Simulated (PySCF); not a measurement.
Runs of PySCF 2.14.0 on CuO (Tenorite). The structure is monoclinic, space group Cc (No. 9). Conventional cell: a = 4.689 Å, b = 3.427 Å, c = 5.132 Å, α = 90.00°, β = 99.65°, γ = 90.00°. Around Cu (site symmetry 1) lie 4 O at 1.91 to 2.02 Å. O (site symmetry 1) is surrounded by 4 Cu at 1.91 to 2.02 Å. 

```csv
level,share of exact exchange,three-centre integrals,gap on the mesh (eV)
PBE0 form with 25 % exact exchange,0.25,read from an earlier run's file,(b)
PBE0 form with 5 % exact exchange,0.05,-,0.36
PBE0 form with 75 % exact exchange,0.75,read from an earlier run's file,(a)
PBE0 form with 50 % exact exchange,0.5,read from an earlier run's file,3.82
PBE0 form with 10 % exact exchange,0.1,read from an earlier run's file,0.75
```

Alike in all rows: task atomic charges; potentials or basis pob-dzvp-rev2 (all-electron); no spin polarisation; cell as given; k mesh 2 × 2 × 1; smearing fixed; the mesh is coarse, so values aren't converged.

Task: Estimate the missing entries.

Result: (a) 5.72; (b) 1.91.

Caveats: all runs use coarse meshes; on so small a mesh gaps with full-range exact exchange can be off by tenths of an eV to over 1 eV; the default atom-centred grid shifts energies of crystals by up to some 10 meV an atom and pressures by some 0.5 GPa; an odd mesh through Γ misses points on the zone boundary, where band edges often lie; the basis of atomic orbitals isn't converged, which shifts pressures, moduli and gaps.
